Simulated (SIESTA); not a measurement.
The system is BN.

```
N B
1.0
     2.55394    0.00000    0.00000
    -1.27697    2.21178    0.00000
     0.00000    0.00000    4.22685
N B
2 2
Direct
  0.33333 0.66667 0.12528
  0.66667 0.33333 0.62528
  0.33333 0.66667 0.49972
  0.66667 0.33333 0.99972
```

Measurements of this composition are mostly on another form, of space group No. 194.

| Property | Result |
| --- | --- |
| Program | SIESTA 5.4.2 |
| Task | single point |
| Functional | PBE |
| Potentials or basis | PseudoDojo 0.4 standard (PBE files) |
| Basis | DZP (energy shift 0.002 Ry) |
| Grid cutoff | 800 Ry |
| Energy shift | 0.002 Ry |
| k mesh | 12 × 12 × 6 |
| Occupations | fermi-dirac, width 0.05 eV |
| Spin | no spin polarisation |

On this cell: pressure 3.1 GPa; largest force 0.011 eV/Å; band gap on the k mesh 5.34 eV, indirect (least direct gap 8.37 eV).

The same run follows on a disturbed copy (atoms moved at random, drawn with an rms of 0.05 Å):

```
N B
1.0
     2.55394    0.00000    0.00000
    -1.27697    2.21178    0.00000
     0.00000    0.00000    4.22685
N B
2 2
Direct
  0.33349 0.65369 0.12233
  0.66826 0.32131 0.62147
  0.32327 0.67179 0.48849
  0.69674 0.34690 0.99522
```

Question: What does the disturbed cell give?

Answer: The energy moves by +33.7 meV/atom; pressure 4.5 GPa; largest force 1.965 eV/Å; band gap on the k mesh 4.59 eV, indirect (least direct gap 7.42 eV).

Forces in eV/Å, atoms in the order of the input:
```
N    0.838  1.352 -0.373
N   -0.682  0.989 -0.339
B    1.122 -0.891  1.068
B   -1.278 -1.450 -0.355
```

Stress tensor (GPa, compression positive):
```
5.78 1.89 0.80
1.89 4.52 1.79
0.80 1.79 3.18
```

Caveats: the basis of atomic orbitals isn't converged, which shifts pressures, moduli and gaps.

A k mesh can miss the band edges.
